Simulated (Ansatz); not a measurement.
## GeO2 under a change: pressure 30 GPa

The parent structure is GeO₂ (space group P3_121, No. 152; a = 4.989 Å, c = 5.675 Å).

It is then changed as follows: a hydrostatic pressure of 30 GPa.

Calculations: plane-wave PAW DFT at the r2SCAN level (Ansatz, a program for electronic structure, 500 eV), no SOC. Γ-centred 8×8×6 mesh, Fermi–Dirac width 0.05 eV.

Volume per atom: 9.50 Å³ (base 13.59 Å³)
c/a ratio: 1.217 (base 1.138)
Shortest interatomic distance: 171.7 pm (base 174.2 pm)
Enthalpy H = E + PV relative to the base's energy: +2.05 eV/atom
Band gap: 4.24 eV (base 4.22 eV)
Gap character: indirect, k = (0.125, 0.125, 0) in the run's primitive reciprocal basis → Γ (base indirect, K → Γ)
Smallest direct gap: 4.25 eV (base 4.28 eV)
Width of the top valence band: 0.46 eV (base 0.23 eV)
Electron mass: 0.33 mₑ along c, 0.36 mₑ across (at Γ) (base 0.39 mₑ along c, 0.43 mₑ across (at Γ))

Final structure:

```
GeO2
1.0
    4.32905     0.00000     0.00000
   -2.16452     3.74906     0.00000
    0.00000     0.00000     5.27060
Ge O
3 6
Cartesian
  1.76499   0.00000   1.75687
 -0.88249   1.52852   3.51373
  1.28203   2.22054   0.00000
  0.70986   1.29285   1.35479
  2.85448  -0.03167   3.11166
  2.92923   2.48788   4.86852
 -1.45466   2.45621   2.15894
  0.76471   1.26118   3.91581
  0.68995   3.78073   0.40207
```

Load acts through the strain it causes; cell and atoms are relaxed under it. Effective masses come from finite differences of ±0.01 Å⁻¹. Stability against distortions was not tested. No other phases were tried under pressure.
